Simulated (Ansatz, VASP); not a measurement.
## Mo in VASP and in Ansatz

INCAR

```
SYSTEM = Mo
PREC     = Accurate       ! precision mode
ENCUT    = 520            ! plane-wave cutoff, eV
EDIFF    = 1E-6           ! SCF threshold, eV
ISMEAR   = -1             ! smearing method
SIGMA    = 0.05           ! smearing width, eV
LREAL    = .FALSE.        ! projectors in reciprocal space
LASPH    = .TRUE.         ! aspherical terms in the spheres
NELM     = 60             ! most SCF steps
ALGO     = Normal         ! electronic algorithm
ISIF     = 2              ! what is computed and relaxed
LWAVE    = .FALSE.        ! write WAVECAR
LCHARG   = .FALSE.        ! write CHGCAR
GGA      = PS             ! functional
NBANDS   = 13             ! bands
```

The input KPOINTS:

```
regular mesh
0
G
  14 14 13
  0 0 0
```

POSCAR

```
Mo
1.0
    2.7355100000      0.0000000000      0.0000000000
   -1.3677550000      2.3690210000      0.0000000000
    0.0000000000      0.0000000000      2.5551810000
Mo
1
Direct
    0.0000000000      0.0000000000      0.5000000000
```

Input for Ansatz:

```yaml
crystal:
  lattice:
    - [2.73551, 0.0, 0.0]
    - [-1.367755, 2.369021, 0.0]
    - [0.0, 0.0, 2.555181]
  atoms:
    - { symbol: Mo, position: [0.0, 0.0, 0.5] }
kpoints:
  mp_grid:
    grid: [14, 14, 13]
hamiltonian:
  xc: pbesol
  pseudopotentials:
    kind: all_electron
    lapw: {}
scf:
  occupations:
    method: fermi_dirac
    width: 0.05
output:
  forces: true
  stress: true
  eigenvalues: true
```

This isn't the form of Mo at room conditions, which is bcc.

Alike in both runs: task single point; functional PBEsol; k mesh 14 × 14 × 13; occupations fermi-dirac, width 0.05 eV; no spin polarisation.

|  | VASP | Ansatz |
| --- | --- | --- |
| version | VASP 6.6.1 | Ansatz 0.2.0 |
| potentials or method | VASP PAW PBE potentials, release 64 (Mo_sv) | all-electron (LAPW or listed datasets) |
| plane-wave cutoff (eV) | 520 | see its input |

```csv
,VASP,Ansatz,Ansatz less VASP
gap on the k mesh at the Fermi level (eV),none,none,-
pressure (GPa),-3.0,-3.4,-0.48
largest component of the traceless stress (GPa),3.68,3.78,+0.099
```

A gap of «none» marks a metal or a gap that the smearing closes. Ansatz ran all-electron here, so the differences hold the error of VASP's frozen core and of both bases.

Caveats: the PAW data sets were made with another functional, which shifts forces and pressure a little (VASP).
